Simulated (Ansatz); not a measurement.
**Random displacements in Ta**

Theory: DFT PBE, scalar-relativistic, plane waves, PAW in Ansatz 0.2.0. The runs took a 420 eV cutoff, a Γ-centred 10×10×10 mesh and Gaussian smearing (0.15 eV). Spin–orbit coupling is left out, which can shift energies with elements as heavy as these. No spin polarisation. Energies are free energies at this smearing, counted from the undisturbed cell; pressure is positive in compression.

Zero of the scan (as given, not relaxed at this level):

```yaml
crystal:
  lattice:
    - [-3.30256, -3.30256, 3.30256]
    - [-3.30256, 3.30256, -3.30256]
    - [3.30256, -3.30256, -3.30256]
  atoms:
    - { symbol: Ta, position: [0.50000, 0.50000, 0.50000] }
    - { symbol: Ta, position: [0.00000, 0.50000, 0.50000] }
    - { symbol: Ta, position: [0.50000, 0.00000, 0.50000] }
    - { symbol: Ta, position: [0.00000, 0.00000, 0.50000] }
    - { symbol: Ta, position: [0.50000, 0.50000, 0.00000] }
    - { symbol: Ta, position: [0.00000, 0.50000, 0.00000] }
    - { symbol: Ta, position: [0.50000, 0.00000, 0.00000] }
    - { symbol: Ta, position: [0.00000, 0.00000, 0.00000] }
```

The atoms are displaced (Å, in the unstrained cell):

```
atom ux uy uz
 Ta1   0.041  -0.381  -0.123
 Ta2  -0.269  -0.278   0.123
 Ta3  -0.204   0.149  -0.134
 Ta4   0.321   0.027   0.205
 Ta5   0.103   0.109  -0.206
 Ta6   0.147   0.059   0.284
 Ta7  -0.074  -0.045  -0.060
 Ta8  -0.064   0.359  -0.089
```

Strain (Voigt, engineering shear): (-0.0103, -0.0249, -0.0279, -0.0114, -0.0403, -0.0073).

**Question.** What are the energy change, the stress and the forces?

**Answer.** ΔE = 861.5 meV/atom; stress (xx, yy, zz, yz, xz, xy; compression positive) (33.17, 36.57, 32.93, -1.77, 9.14, 0.57) GPa.
| atom | Fx (eV/Å) | Fy | Fz |
| --- | --- | --- | --- |
| Ta1 | -2.48 | 3.27 | 0.82 |
| Ta2 | 3.09 | 2.57 | 0.08 |
| Ta3 | 5.73 | -0.08 | 4.16 |
| Ta4 | -4.20 | -0.54 | -1.49 |
| Ta5 | 1.36 | -0.58 | 2.03 |
| Ta6 | -5.35 | 1.31 | -6.62 |
| Ta7 | -0.22 | 1.34 | -1.11 |
| Ta8 | 2.07 | -7.29 | 2.12 |

Cost: 1 run of about 7.8 core-minutes, on Oxide Virtual Turin-like Processor (Zen 5) (shared hosts).